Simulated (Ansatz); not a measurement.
Reaction (isomerisation): `OCc1ccccc1` → `Cc1ccc(O)cc1`

Computed with Ansatz on PBE0-D4/def2-TZVP structures; ΔE is electronic, products minus reactants. CCSD(T)/CBS adds triple-zeta CCSD(T) − MP2 to the extrapolated MP2 energy (def2 sets, frozen cores). DFT in def2-TZVPP. B3LYP here is the variant with VWN-RPA as its local correlation; programs differ in this. HSE06 is defined as in plane-wave codes. Each species was taken in one conformer, which may not be the lowest.

`OCc1ccccc1`:

Cartesian coordinates in Å:
```
O 1.751 -0.637 -2.190
C 0.711 -1.257 -1.467
C 0.152 -0.405 -0.359
C 0.987 0.418 0.390
C 0.475 1.186 1.423
C -0.879 1.135 1.726
C -1.718 0.318 0.985
C -1.204 -0.443 -0.055
H 1.421 0.203 -2.523
H -0.106 -1.572 -2.130
H 1.152 -2.168 -1.050
H 2.044 0.456 0.149
H 1.136 1.824 1.998
H -1.279 1.736 2.535
H -2.778 0.279 1.210
H -1.865 -1.073 -0.641
```

`Cc1ccc(O)cc1`:

Cartesian coordinates in Å:
```
C -1.621 -0.021 -1.872
C -0.622 -0.004 -0.755
C 0.670 0.478 -0.956
C 1.602 0.509 0.065
C 1.255 0.052 1.330
O 2.202 0.101 2.302
C -0.025 -0.433 1.553
C -0.947 -0.457 0.516
H -1.233 -0.549 -2.747
H -1.877 0.993 -2.194
H -2.546 -0.514 -1.567
H 0.956 0.838 -1.939
H 2.604 0.885 -0.102
H 1.833 -0.243 3.120
H -0.306 -0.795 2.539
H -1.945 -0.840 0.708
```

```csv
level,ΔE (kJ/mol)
B3LYP-D4,-27.6
HSE06-D4,-30.9
```

Question: What does CCSD(T)/CBS give? (An estimate is asked.)

Answer: The calculation gave: -23.4 kJ/mol. The listed levels differ from it by -4.2, -7.5 kJ/mol.

Largest T1 diagnostic among the species: 0.011.

From BLYP to BHLYP (50 % exact exchange), in def2-TZVPP and without D4, ΔE moves by +4.9 kJ/mol. Leaving LDA and LC-ωPBE aside and taking each functional with its dispersion term where it has one, the values, not all of them listed here, spread over 9.2 kJ/mol, from PBE-D4 to BHLYP-D4. LDA lies −5.4 kJ/mol from PBE without D4.

CCSD(T)/CBS has its own doubt, a few kJ/mol and more with outer-core shells, so smaller differences from it don't rank the levels.
